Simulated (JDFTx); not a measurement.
Set up this calculation in JDFTx 1.7.0 (patched build), as the native input.

```
Task                                    : single point
Functional                              : r2SCAN
Potentials or basis                     : SG15-PBE-1.2
Cutoff                                  : 1088 eV
Density cutoff                          : 8708 eV
k mesh                                  : 8 × 8 × 8
Occupations                             : fermi-dirac, width 0.05 eV
Spin                                    : no spin polarisation
Bands                                   : 14
Density cutoff over wavefunction cutoff : 8
Max SCF steps                           : 100
SCF threshold on the energy             : 1e-09 Ha
Solver of the electrons                 : scf
Further solve for the empty bands       : yes
```

The system is NaCl.

```
Cl Na
1.0
     3.50219    0.00000    0.00000
     0.00000    3.50219    0.00000
     0.00000    0.00000    3.50219
Cl Na
1 1
Direct
  0.50000 0.50000 0.50000
  0.00000 0.00000 0.00000
```

Measurements of this composition are mostly on another form, of space group No. 225.

One way to write it, as run:

NaCl.in

```
lattice \
    6.6181799364     0.0000000000     0.0000000000 \
    0.0000000000     6.6181799364     0.0000000000 \
    0.0000000000     0.0000000000     6.6181799364
coords-type Lattice
ion Cl     0.5000000000     0.5000000000     0.5000000000 1
ion Na     0.0000000000     0.0000000000     0.0000000000 1

ion-species pseudo/Cl.upf
ion-species pseudo/Na.upf
elec-cutoff 40 320
elec-ex-corr mgga-x-r2scan mgga-c-r2scan
kpoint-folding 8 8 8
elec-smearing Fermi 0.0018374661
elec-n-bands 14
electronic-SCF nIterations 100 energyDiffThreshold 1e-09
electronic-minimize nIterations 30 energyDiffThreshold 1e-7
converge-empty-states yes
forces-output-coords Cartesian

dump-name run.$VAR
dump End Ecomponents EigStats BandEigs Kpoints Forces Stress ElecDensity KEdensity
```

Potentials or basis: SG15-PBE-1.2.

Launch:

```sh
$ jdftx -c 1 -i NaCl.in -o NaCl.out
```

Results of the run:

The pressure is -0.8 GPa and the band gap on the k mesh is 4.75 eV, indirect (least direct gap 5.25 eV).

Caveat: the potentials were made for another functional, which shifts forces and pressure.

Wall time 8.3 min on 1 thread of Arm Neoverse V1 (shared host), peak memory 0.16 GiB.
